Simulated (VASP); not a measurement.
# WC (P-6m2) in VASP: electric field gradients with PBE

Aim: the electric field gradients of WC with PBE.

All numbers are computed with VASP 6.6.1; they aren't measurements. Logs are shortened: lines on timing, memory, paths and dates and some standing lists are left out, and cuts for length are marked.

## 1. The undisturbed crystal

It takes space group P-6m2 (No. 187, hexagonal). The conventional cell has a = 2.901 Å, b = 2.901 Å, c = 2.829 Å, α = 90.00°, β = 90.00°, γ = 120.00°. W (site symmetry -6m2) is surrounded by 6 C at 2.19 Å. C (site symmetry -6m2) has 6 W at 2.19 Å as nearest neighbours.

## 2. Electric field gradients, PBE (volume scaled by 1.06, crystal datasets)

File INCAR:

```
SYSTEM = WC
PREC = Accurate ; ENCUT = 520
EDIFF = 1E-8 ; ISMEAR = -1
SIGMA = 0.05 ; LREAL = .False.
LASPH = .True. ; NELM = 100
ALGO = Fast ; ISIF = 2
LWAVE = .False. ; LCHARG = .False.
GGA = PE ; LEFG = .True.
NBANDS = 16
```

File KPOINTS:

```
regular mesh
0
Gamma
  13 13 12
  0 0 0
```

File POSCAR:

```
WC
1.0
    2.9573884556      0.0000000000      0.0000000000
   -1.4786942278      2.5611735314      0.0000000000
    0.0000000000      0.0000000000      2.8844846746
W C
1 1
Direct
    0.0000000000      0.0000000000      0.0000000000
    0.6666666667      0.3333333333      0.5000000000
```

Potentials or basis: VASP PAW PBE potentials, release 64 (W_sv, C).

The run is started by

```sh
cat potpaw_PBE.64/W_sv/POTCAR potpaw_PBE.64/C/POTCAR > POTCAR
mpirun -np 1 vasp_std > vasp.out
```

OUTCAR:

```text
SYSTEM = WC
   PREC = Accurate
   ENCUT = 520
   EDIFF = 1E-8
   ISMEAR = -1
   LREAL = .False.
   LASPH = .True.
   NELM = 100
   ISIF = 2
   GGA = PE

 ion  position               nearest neighbor table
   1  0.000  0.000  0.000-   2 2.24   2 2.24   2 2.24   2 2.24   2 2.24   2 2.24
   2  0.667  0.333  0.500-   1 2.24   1 2.24   1 2.24   1 2.24   1 2.24   1 2.24

  LATTYP: Found a hexagonal cell.
 ALAT       =     2.9573884556
 C/A-ratio  =     0.9753485949

  Lattice vectors:

 A1 = (   2.9573884556,   0.0000000000,   0.0000000000)
 A2 = (  -1.4786942278,   2.5611735314,   0.0000000000)
 A3 = (   0.0000000000,   0.0000000000,   2.8844846746)

Analysis of symmetry for initial positions (statically):
=====================================================================
 Subroutine PRICEL returns:
 Original cell was already a primitive cell.

 Routine SETGRP: Setting up the symmetry group for a
 hexagonal supercell.

 Subroutine GETGRP returns: Found 12 space group operations
 (whereof 12 operations were pure point group operations)
 out of a pool of 24 trial point group operations.

The static configuration has the point symmetry D_3h.

Analysis of symmetry for dynamics (positions and initial velocities):
=====================================================================
 Subroutine PRICEL returns:
 Original cell was already a primitive cell.

 Routine SETGRP: Setting up the symmetry group for a
 hexagonal supercell.

 Subroutine GETGRP returns: Found 12 space group operations
 (whereof 12 operations were pure point group operations)
 out of a pool of 24 trial point group operations.

The dynamic configuration has the point symmetry D_3h.

 Subroutine INISYM returns: Found 12 space group operations
 (whereof 12 operations are pure point group operations),
 and found     1 'primitive' translations

----------------------------------------------------------------------------------------

                                     Primitive cell

  volume of cell :      21.8482

  direct lattice vectors                    reciprocal lattice vectors
     2.957388456  0.000000000  0.000000000     0.338136168  0.195223008  0.000000000
[... 128 lines left out ...]
  ---------------------------------------------------
  ext. energy  EPLUGINS =         0.00000000
  ---------------------------------------------------
  free energy    TOTEN  =       -22.42125973 eV

  energy without entropy =      -22.41833809  energy(sigma->0) =      -22.41979891

 E-fermi :  10.3508     XC(G=0): -13.5152

 val. band max:       10.3337797969   @ k =   0.0769  -0.0000   0.3333
 cond. band min:      10.3517400938   @ k =   0.4615   0.0769   0.5000
 fundamental gap:      0.0179602969
 Fermi energy:        10.3508265949

 k-point     1 :       0.0000    0.0000    0.0000
  band No.  band energies     occupation
      1     -63.7600      2.00000
      2     -27.7372      2.00000
      3     -27.6552      2.00000
      4     -27.6552      2.00000
      5      -3.6995      2.00000
      6       6.3289      2.00000
[... 433 lines left out ...]
      3     -27.7595      2.00000
      4     -27.6861      2.00000
      5      -2.9957      2.00000
      6       6.1152      2.00000
[... 8 lines left out ...]
     15      23.6206      0.00000
     16      27.7202      0.00000

 [... further k-points ...]

------------------------ aborting loop because EDIFF is reached ----------------------------------------

  FORCE on cell =-STRESS in cart. coord.  units (eV):
  Direction    XX          YY          ZZ          XY          YZ          ZX
  --------------------------------------------------------------------------------------
  -------------------------------------------------------------------------------------
  Total       -1.5715415     -1.5715415     -1.9467885     -0.0000000     -0.0000000      0.0000000
  in kB     -115.2446647   -115.2446647   -142.7623666     -0.0000000     -0.0000000      0.0000000
  external PRESSURE =    -124.4172320 kB  Pullay stress =       0.0000000 kB

 VOLUME and BASIS-vectors are now :
 -----------------------------------------------------------------------------
  energy-cutoff  :      520.00
  volume of cell :       21.85
      direct lattice vectors                 reciprocal lattice vectors
     2.957388456  0.000000000  0.000000000     0.338136168  0.195223008  0.000000000
    -1.478694228  2.561173531  0.000000000     0.000000000  0.390446015  0.000000000
     0.000000000  0.000000000  2.884484675     0.000000000  0.000000000  0.346682376

 POSITION                                       TOTAL-FORCE (eV/Angst)
 -----------------------------------------------------------------------------------
      0.00000      0.00000      0.00000        -0.000000     -0.000000      0.000000
      1.47869      0.85372      1.44224         0.000000      0.000000      0.000000
 -----------------------------------------------------------------------------------
    total drift:                               -0.000000      0.000000      0.000000

  FREE ENERGIE OF THE ION-ELECTRON SYSTEM (eV)
  ---------------------------------------------------
  free  energy   TOTEN  =       -22.4212597258 eV

  energy  without entropy=      -22.4183380938  energy(sigma->0) =      -22.41979891

 Electric field gradients (V/A^2)
---------------------------------------------------------------------
 ion       V_xx      V_yy      V_zz      V_xy      V_xz      V_yz
---------------------------------------------------------------------
   1      61.175    61.176  -122.351     0.000     0.000     0.000
   2      -0.001    -0.001     0.002     0.000     0.000     0.000
---------------------------------------------------------------------

 Electric field gradients after diagonalization (V/A^2)
 (convention: |V_zz| > |V_xx| > |V_yy|)
----------------------------------------------------------------------
 ion       V_xx      V_yy      V_zz     asymmetry (V_yy - V_xx)/ V_zz
----------------------------------------------------------------------
   1      61.176    61.175  -122.351       0.000
   2      -0.001    -0.001     0.002       0.397
----------------------------------------------------------------------

           NMR quadrupolar parameters

 Cq : quadrupolar parameter    Cq=e*Q*V_zz/h
 eta: asymmetry parameters     (V_yy - V_xx)/ V_zz
 Q  : nuclear electric quadrupole moment in mb (millibarn)
----------------------------------------------------------------------
 ion       Cq(MHz)       eta       Q (mb)
----------------------------------------------------------------------
   1      -0.296       0.000       1.000
   2       0.000       0.397       1.000
----------------------------------------------------------------------
```

Run time: 20 s. Hardware: 1 thread of Intel Xeon 6975P-C (Granite Rapids), shared host; peak memory 0.17 GiB.

Results:

```yaml
Free_energy: -22.4213 eV
Pressure: -12.4 GPa
Band_gap_on_the_k_mesh: none (metal or under the smearing width)
```

Stress tensor (GPa, compression positive):
```
-11.52   0.00   0.00
  0.00 -11.52   0.00
  0.00   0.00 -14.28
```

Levels at points of the mesh, in eV from the Fermi level:
```csv
k point,band 7,band 8,band 9,band 10,band 11,band 12
"(0.00, 0.00, 0.00)",-3.12,-3.12,0.09,3.01,3.01,5.35
"(0.00, 0.00, 0.50)",-1.88,-1.88,-0.52,-0.52,3.47,4.39
```

Electric field gradients, principal values (V/Å²):
```csv
atom,Vxx,Vyy,Vzz
1 W,61.175,61.176,-122.351
2 C,-0.001,-0.001,0.002
```
